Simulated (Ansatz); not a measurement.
## Lattice vibrations of KI at Γ at 1 GPa

Theory: DFT PBEsol, scalar-relativistic, plane waves, PAW (Ansatz). Plane waves to 420 eV; Γ-centred k mesh 6×6×6; fixed occupations. No spin polarisation. Phonons by linear response, acoustic sum rule imposed.

The cell, relaxed at 1 GPa:
```
K I
1.0
     0.00000    3.42406    3.42406
     3.42406    0.00000    3.42406
     3.42406    3.42406    0.00000
K I
1 1
Direct
  0.00000 0.00000 0.00000
  0.50000 0.50000 0.50000
```

Spin–orbit coupling is left out, which matters for heavy elements.

Question: Give the high-frequency dielectric tensor ε∞.

Answer:
```
3.07 0.00 0.00
0.00 3.07 0.00
0.00 0.00 3.07
```

Question: Give the Born effective charges.

Answer:
```
      atom Z*xx Z*yy Z*zz mean
K (atom 1)   1.11   1.11   1.11   1.11
I (atom 2)  -1.11  -1.11  -1.11  -1.11
```

Question: How large is the static dielectric tensor with the ions free to move, and what share of it is ionic?

Answer:
```
4.9 0.0 0.0
0.0 4.9 0.0
0.0 0.0 4.9
```
The ions give 38 % of its trace.

Cost: 1 run of about 0.95 core-minutes, on Intel Xeon Platinum 8259CL (Skylake/Cascade Lake) (shared hosts).